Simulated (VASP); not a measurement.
From VASP inputs to Ansatz: CdS (strained zincblende)

INCAR

```
ISMEAR = 0
ENCUT = 520
PREC = Accurate
METAGGA = R2SCAN
LASPH = .TRUE.
LREAL = .FALSE.
EDIFF = 1E-7
ISIF = 2
LWAVE = .FALSE.
ALGO = Normal
NELM = 120
IBRION = -1
NBANDS = 16
SIGMA = 0.01
LCHARG = .FALSE.
NSW = 0
```

KPOINTS

```
KPOINTS created by Atomic Simulation Environment
0
Gamma
8 8 8
0 0 0
```

KPOINTS_OPT

```
special points
6
Reciprocal
0.0000000000 0.0000000000 0.0000000000 1
-0.5000000000 -0.5000000000 0.0000000000 1
-0.3750000000 -0.3750000000 0.2500000000 1
-0.3750000000 0.0000000000 0.3750000000 1
0.0000000000 0.0000000000 0.5000000000 1
-0.5000000000 -0.2500000000 0.2500000000 1
```

POSCAR

```
Cd S
 1.0000000000000000
     0.0000000000000000    2.9686069915000002    2.9686069915000002
     2.9686069915000002    0.0000000000000000    2.9686069915000002
     2.9686069915000002    2.9686069915000002    0.0000000000000000
 Cd  S
   1   1
Cartesian
  0.0000000000000000  0.0000000000000000  0.0000000000000000
  1.4843034957500001  1.4843034957500001  1.4843034957500001
```

VASP ran with the recommended PBE PAW datasets (18 valence electrons in the cell).

Question: Write an Ansatz input for this cell and level of theory.

Answer: 

```yaml
crystal:
  lattice:
    - [0.0, 2.9686069915, 2.9686069915]
    - [2.9686069915, 0.0, 2.9686069915]
    - [2.9686069915, 2.9686069915, 0.0]
  atoms:
    - { symbol: Cd, position: [0.0, 0.0, 0.0] }
    - { symbol: S, position: [0.25, 0.25, 0.25] }
kpoints:
  mp_grid: { grid: [8, 8, 8] }
  band_path:
    path:
      - [0.0, 0.0, 0.0]
      - [-0.5, -0.5, 0.0]
      - [-0.375, -0.375, 0.25]
      - [-0.375, 0.0, 0.375]
      - [0.0, 0.0, 0.5]
      - [-0.5, -0.25, 0.25]
    npoints: 1
hamiltonian:
  xc: r2scan
scf:
  occupations: { method: fixed }
  n_extra_bands: 4
output:
  forces: true
  stress: true
  eigenvalues: true
```

Other inputs would serve too.

```json
{"": "gap between bands v and c", "VASP": "1.47 eV", "Ansatz": "1.47 eV"}
{"": "least direct gap", "VASP": "1.47 eV", "Ansatz": "1.47 eV"}
{"": "pressure", "VASP": "-1.4 GPa", "Ansatz": "-1.7 GPa"}
```

Datasets and cutoffs are each program's own. VASP's cell holds 18 valence electrons and Ansatz's 26. Ansatz's stress includes a Pulay correction; VASP's doesn't.
